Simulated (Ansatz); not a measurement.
**AlNi under pressure**

Theory: DFT PBE, scalar-relativistic, plane waves, PAW (Ansatz). Plane waves to 420 eV; Γ-centred k mesh 16×16×14; Fermi-Dirac smearing of 0.15 eV. No spin polarisation. Phonons by linear response, acoustic sum rule imposed.

The cell, relaxed at this level:
```cif
data_structure
_symmetry_space_group_name_H-M 'P 1'
_symmetry_Int_Tables_number 1
_cell_length_a 2.8936
_cell_length_b 2.8936
_cell_length_c 2.8954
_cell_angle_alpha 90.000
_cell_angle_beta 90.000
_cell_angle_gamma 90.000
_cell_volume 24.24
loop_
_atom_site_label
_atom_site_type_symbol
_atom_site_fract_x
_atom_site_fract_y
_atom_site_fract_z
_atom_site_occupancy
Al1 Al 0.00000 0.00000 0.00000 1
Ni1 Ni 0.50000 0.50000 0.50000 1
```

In a metal, frequencies and elastic constants depend on the k mesh and the smearing, soft modes and shear constants most. Spin polarisation was left out, and a magnetic state may lie lower.

Optical modes at Γ (cm⁻¹) at zero pressure: 288.

Q: Under hydrostatic pressure the same modes lie at 299 cm⁻¹. What is the pressure, and how much has the cell shrunk?

A: 3 GPa; the volume is 1.8 % smaller.